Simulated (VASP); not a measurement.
A run of VASP 6.6.1 is set up as follows.

INCAR

```
ALGO = Normal ; EDIFF = 1E-7
ENCUT = 520 ; GGA = PE
ICORELEVEL = 1 ; ISIF = 2
ISMEAR = 0 ; IVDW = 12
LASPH = T ; LCHARG = F
LREAL = F ; LWAVE = F
NBANDS = 12 ; NELM = 80
PREC = Accurate ; SIGMA = 0.03
```

The input KPOINTS:

```
k-points
0
Gamma
  9 9 9
```

File POSCAR:

```
As                                      
1.0
    1.8958985595      1.0945975470      3.3617279869
   -1.8958985595      1.0945975470      3.3617279869
    0.0000000000     -2.1891950844      3.3617279871
  As            
     2
Direct
     0.7695268149286889    0.7695268149286889    0.7695268149287102
     0.2304731850713111    0.2304731850713111    0.2304731850712898
```

Contents of KPOINTS_OPT:

```
explicit points
143
Reciprocal
 0.0000000000  0.0000000000  0.0000000000 1
 0.0357142857  0.0000000000  0.0000000000 1
 0.0714285714  0.0000000000  0.0000000000 1
 0.1071428571  0.0000000000  0.0000000000 1
 0.1428571429  0.0000000000  0.0000000000 1
 0.1785714286  0.0000000000  0.0000000000 1
[... 135 lines left out ...]
 0.6348377062  0.6348377062  0.2303245876 1
 0.6348377062  0.3651622938  0.0000000000 1
```

Potentials or basis: VASP PAW PBE potentials, release 64 (As).

The run is started by

```console
$ cat potpaw_PBE.64/As/POTCAR > POTCAR
$ mpirun -np 1 vasp_std > vasp.out
```

Question: Estimate the pressure.

Answer: 0.0 GPa.

Question: What does it give for the band gap along the path?

Answer: None (metal or under the smearing width).

Question: Predict the dispersion energy per atom.

Answer: -0.432 eV.

Core levels (eV, on the scale of the bands):
| atom | levels |
| --- | --- |
| 1 As | 1s -11707.6, 2s -1476.1, 2p -1292.9, 3s -180.0, 3p -123.4, 3d -30.4 |
| 2 As | 1s -11707.6, 2s -1476.1, 2p -1292.9, 3s -180.0, 3p -123.4, 3d -30.4 |

Caveat: pairwise dispersion overbinds metals, which lowers pressure and volume.
